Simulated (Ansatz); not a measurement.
RbCl: eigenvalues along the path

```yaml
crystal:
  lattice:
    - [0.00000, 3.27400, 3.27400]
    - [3.27400, 0.00000, 3.27400]
    - [3.27400, 3.27400, 0.00000]
  atoms:
    - { symbol: Rb, position: [0.00000, 0.00000, 0.00000] }
    - { symbol: Cl, position: [0.50000, 0.50000, 0.50000] }
```

Atom numbers follow the list: Rb1, Cl2.

The cell is COD entry 8103714, as deposited and not checked against the literature; nothing was relaxed. It differs from other determinations.

Method: DFT, PBEsol, all-electron LAPW, scalar-relativistic in Ansatz 0.2.0.

Sampling and basis: a Γ-centred 7×7×7 k mesh, Fermi–Dirac smearing of 0.02 eV, basis error target 1 meV/atom, no spin polarisation.

Path points, in fractions of the reciprocal vectors: Γ (0.000, 0.000, 0.000), X (0.500, 0.000, 0.500), U (0.625, 0.250, 0.625), K (0.375, 0.375, 0.750), L (0.500, 0.500, 0.500), W (0.500, 0.250, 0.750). Levels in eV from the valence-band top; bands 13 to 21, counted from the lowest band of the run. The gap is 4.89 eV, direct at Γ.

```
# k(1/Å) point b13 b14 b15 b16 b17 b18 b19 b20 b21
0.000 Γ -11.98 -7.89 -7.89 -7.89 0.00 0.00 0.00 4.89 7.90
0.069 - -11.98 -7.90 -7.90 -7.89 -0.03 0.00 0.00 4.93 7.86
0.137 - -11.98 -7.90 -7.90 -7.88 -0.10 -0.01 -0.01 5.05 7.74
0.206 - -11.99 -7.91 -7.91 -7.88 -0.21 -0.02 -0.02 5.24 7.58
0.274 - -11.99 -7.91 -7.91 -7.87 -0.33 -0.03 -0.03 5.47 7.38
0.343 - -12.00 -7.92 -7.92 -7.87 -0.43 -0.04 -0.04 5.72 7.17
0.411 - -12.00 -7.94 -7.94 -7.88 -0.51 -0.06 -0.06 5.99 6.96
0.480 - -11.99 -7.95 -7.95 -7.91 -0.56 -0.07 -0.07 6.28 6.76
0.548 - -11.98 -7.96 -7.96 -7.95 -0.57 -0.08 -0.08 6.57 6.59
0.617 - -11.97 -7.99 -7.97 -7.97 -0.54 -0.09 -0.09 6.43 6.87
0.685 - -11.96 -8.05 -7.98 -7.98 -0.49 -0.09 -0.09 6.31 7.17
0.754 - -11.95 -8.10 -7.99 -7.99 -0.43 -0.10 -0.10 6.20 7.46
0.822 - -11.94 -8.14 -8.00 -8.00 -0.38 -0.10 -0.10 6.13 7.72
0.891 - -11.93 -8.17 -8.00 -8.00 -0.34 -0.10 -0.10 6.09 7.93
0.960 X -11.93 -8.18 -8.00 -8.00 -0.33 -0.10 -0.10 6.07 8.01
0.984 - -11.93 -8.17 -8.00 -8.00 -0.32 -0.10 -0.10 6.08 8.01
1.008 - -11.93 -8.17 -8.00 -8.00 -0.32 -0.11 -0.11 6.09 8.03
1.032 - -11.93 -8.17 -8.00 -8.00 -0.32 -0.12 -0.11 6.11 8.06
1.056 - -11.93 -8.17 -8.00 -8.00 -0.32 -0.14 -0.11 6.14 8.10
1.081 - -11.94 -8.17 -8.00 -8.00 -0.32 -0.15 -0.12 6.18 8.15
1.105 - -11.94 -8.17 -8.00 -7.99 -0.32 -0.17 -0.13 6.22 8.21
1.129 - -11.94 -8.16 -7.99 -7.99 -0.32 -0.20 -0.14 6.28 8.28
1.153 - -11.94 -8.16 -7.99 -7.99 -0.31 -0.23 -0.15 6.34 8.36
1.178 - -11.95 -8.15 -7.99 -7.98 -0.31 -0.26 -0.16 6.41 8.45
1.202 - -11.95 -8.15 -7.98 -7.98 -0.31 -0.29 -0.18 6.48 8.55
1.226 - -11.95 -8.14 -7.98 -7.97 -0.32 -0.30 -0.19 6.56 8.66
1.250 - -11.96 -8.14 -7.98 -7.97 -0.35 -0.30 -0.20 6.65 8.77
1.275 - -11.96 -8.13 -7.97 -7.96 -0.39 -0.29 -0.22 6.74 8.72
1.299 U -11.97 -8.13 -7.97 -7.95 -0.42 -0.29 -0.23 6.83 8.63
1.341 - -11.97 -8.12 -7.98 -7.94 -0.44 -0.29 -0.24 6.89 8.56
1.383 - -11.97 -8.12 -7.99 -7.93 -0.46 -0.28 -0.24 6.97 8.44
1.425 - -11.97 -8.11 -8.00 -7.91 -0.48 -0.28 -0.25 7.06 8.29
1.467 - -11.98 -8.10 -8.02 -7.90 -0.50 -0.27 -0.25 7.18 8.12
1.509 - -11.98 -8.09 -8.03 -7.89 -0.51 -0.27 -0.26 7.31 7.95
1.551 - -11.98 -8.08 -8.05 -7.88 -0.52 -0.27 -0.26 7.45 7.78
1.593 - -11.98 -8.06 -8.06 -7.88 -0.53 -0.27 -0.26 7.59 7.63
1.635 - -11.98 -8.08 -8.05 -7.88 -0.52 -0.27 -0.26 7.45 7.78
1.677 - -11.98 -8.09 -8.03 -7.89 -0.51 -0.27 -0.26 7.31 7.95
1.719 - -11.98 -8.10 -8.02 -7.90 -0.50 -0.27 -0.25 7.18 8.12
1.761 - -11.97 -8.11 -8.00 -7.91 -0.48 -0.28 -0.25 7.06 8.29
1.802 - -11.97 -8.12 -7.99 -7.93 -0.46 -0.28 -0.24 6.97 8.44
1.844 - -11.97 -8.12 -7.98 -7.94 -0.44 -0.29 -0.24 6.89 8.56
1.886 K -11.97 -8.13 -7.97 -7.95 -0.42 -0.29 -0.23 6.83 8.63
1.959 - -11.98 -8.11 -7.95 -7.94 -0.52 -0.27 -0.27 7.12 8.37
2.032 - -11.99 -8.08 -7.94 -7.92 -0.61 -0.31 -0.25 7.36 8.13
2.105 - -12.00 -8.06 -7.93 -7.90 -0.67 -0.33 -0.23 7.49 7.92
2.177 - -12.01 -8.04 -7.91 -7.89 -0.71 -0.34 -0.20 7.42 7.75
2.250 - -12.02 -8.01 -7.90 -7.88 -0.71 -0.34 -0.17 7.21 7.63
2.323 - -12.02 -7.99 -7.90 -7.87 -0.68 -0.32 -0.14 6.91 7.54
2.395 - -12.02 -7.97 -7.89 -7.87 -0.62 -0.28 -0.11 6.58 7.50
2.468 - -12.01 -7.95 -7.89 -7.87 -0.54 -0.24 -0.09 6.23 7.51
2.541 - -12.00 -7.93 -7.89 -7.87 -0.43 -0.19 -0.06 5.89 7.55
2.613 - -12.00 -7.92 -7.89 -7.88 -0.31 -0.13 -0.04 5.57 7.62
2.686 - -11.99 -7.91 -7.89 -7.88 -0.19 -0.08 -0.02 5.29 7.71
2.759 - -11.99 -7.90 -7.89 -7.89 -0.09 -0.04 -0.01 5.08 7.81
2.831 - -11.98 -7.90 -7.89 -7.89 -0.02 -0.01 0.00 4.94 7.88
2.904 Γ -11.98 -7.89 -7.89 -7.89 0.00 0.00 0.00 4.89 7.90
2.964 - -11.98 -7.89 -7.89 -7.89 -0.01 0.00 0.00 4.92 7.89
3.023 - -11.98 -7.89 -7.89 -7.89 -0.06 -0.02 -0.02 5.02 7.85
3.082 - -11.99 -7.90 -7.90 -7.89 -0.12 -0.04 -0.04 5.17 7.81
3.142 - -11.99 -7.90 -7.90 -7.89 -0.21 -0.07 -0.07 5.37 7.75
3.201 - -12.00 -7.90 -7.90 -7.89 -0.31 -0.11 -0.11 5.61 7.71
3.260 - -12.01 -7.90 -7.90 -7.88 -0.41 -0.15 -0.15 5.89 7.68
3.320 - -12.02 -7.90 -7.90 -7.88 -0.51 -0.19 -0.19 6.18 7.67
3.379 - -12.02 -7.90 -7.90 -7.88 -0.60 -0.23 -0.23 6.49 7.68
3.438 - -12.03 -7.90 -7.90 -7.87 -0.69 -0.26 -0.26 6.79 7.71
3.498 - -12.04 -7.90 -7.90 -7.87 -0.77 -0.30 -0.30 7.06 7.75
3.557 - -12.04 -7.91 -7.91 -7.87 -0.83 -0.32 -0.32 7.30 7.81
3.616 - -12.05 -7.91 -7.91 -7.87 -0.87 -0.34 -0.34 7.49 7.87
3.676 - -12.05 -7.91 -7.91 -7.86 -0.90 -0.36 -0.36 7.60 7.91
3.735 L -12.05 -7.91 -7.91 -7.86 -0.91 -0.36 -0.36 7.64 7.92
3.784 - -12.05 -7.91 -7.91 -7.87 -0.90 -0.36 -0.36 7.64 7.92
3.832 - -12.05 -7.92 -7.91 -7.87 -0.89 -0.35 -0.35 7.64 7.91
3.881 - -12.04 -7.93 -7.92 -7.88 -0.86 -0.35 -0.35 7.64 7.90
3.929 - -12.03 -7.94 -7.93 -7.88 -0.82 -0.34 -0.34 7.64 7.88
3.978 - -12.03 -7.96 -7.94 -7.88 -0.78 -0.33 -0.33 7.64 7.85
4.026 - -12.02 -7.98 -7.96 -7.88 -0.73 -0.32 -0.31 7.63 7.82
4.074 - -12.01 -8.00 -7.99 -7.88 -0.68 -0.31 -0.30 7.62 7.78
4.123 - -12.00 -8.02 -8.01 -7.88 -0.63 -0.30 -0.29 7.61 7.73
4.171 - -11.99 -8.04 -8.03 -7.88 -0.58 -0.28 -0.28 7.60 7.69
4.220 - -11.98 -8.06 -8.05 -7.88 -0.54 -0.27 -0.26 7.59 7.65
4.268 - -11.97 -8.07 -8.07 -7.88 -0.51 -0.26 -0.26 7.58 7.62
4.317 - -11.97 -8.08 -8.08 -7.88 -0.49 -0.25 -0.25 7.58 7.59
4.365 - -11.97 -8.09 -8.09 -7.88 -0.47 -0.25 -0.24 7.57 7.58
4.414 W -11.97 -8.09 -8.09 -7.88 -0.47 -0.24 -0.24 7.57 7.57
4.448 - -11.96 -8.10 -8.08 -7.88 -0.46 -0.25 -0.23 7.39 7.76
4.482 - -11.96 -8.11 -8.07 -7.89 -0.45 -0.27 -0.22 7.21 7.95
4.517 - -11.96 -8.12 -8.06 -7.89 -0.43 -0.28 -0.20 7.04 8.15
4.551 - -11.96 -8.13 -8.05 -7.90 -0.40 -0.28 -0.19 6.88 8.34
4.585 - -11.96 -8.14 -8.04 -7.92 -0.37 -0.29 -0.18 6.74 8.54
4.619 - -11.95 -8.14 -8.04 -7.93 -0.33 -0.30 -0.16 6.60 8.60
4.654 - -11.95 -8.15 -8.03 -7.94 -0.31 -0.29 -0.15 6.48 8.48
4.688 - -11.94 -8.16 -8.02 -7.96 -0.31 -0.25 -0.14 6.38 8.37
4.722 - -11.94 -8.16 -8.02 -7.97 -0.32 -0.21 -0.13 6.29 8.27
4.756 - -11.94 -8.17 -8.01 -7.98 -0.32 -0.17 -0.12 6.21 8.18
4.791 - -11.93 -8.17 -8.01 -7.99 -0.32 -0.14 -0.11 6.15 8.11
4.825 - -11.93 -8.17 -8.01 -8.00 -0.32 -0.12 -0.11 6.11 8.05
4.859 - -11.93 -8.17 -8.00 -8.00 -0.32 -0.11 -0.10 6.08 8.02
4.893 X -11.93 -8.18 -8.00 -8.00 -0.33 -0.10 -0.10 6.07 8.01
```
